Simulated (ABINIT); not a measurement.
Crystal: NaI.

```
CELL_PARAMETERS angstrom
0.00000 3.23640 3.23640
3.23640 0.00000 3.23640
3.23640 3.23640 0.00000
ATOMIC_POSITIONS crystal
I 0.50000 0.50000 0.50000
Na 0.00000 0.00000 0.00000
```

Base run:

```yaml
Program: ABINIT 10.8.3 (patched build)
Functional: PBE
Potentials_or_basis: SPMS NC PBE v1.0
Cutoff: 599 eV
k_mesh: 6 × 6 × 6
Occupations: fixed
Spin: no spin polarisation
```

Its results: band gap on the k mesh 3.63 eV, direct; pressure 0.4 GPa.

Q: The run is repeated on the same cell with these changes: functional from PBE to HSE06. What comes out?

A: Band gap on the k mesh 4.51 eV, direct; pressure 0.2 GPa.

HSE06 gives the wider gap, since exact exchange removes part of the self-interaction.

Caveats: spin-orbit coupling is left out, which moves the levels of the heavy elements; Libxc's HSE differs a little from that of other programs (some runs); the potentials were made for another functional, which shifts forces and pressure (some runs).

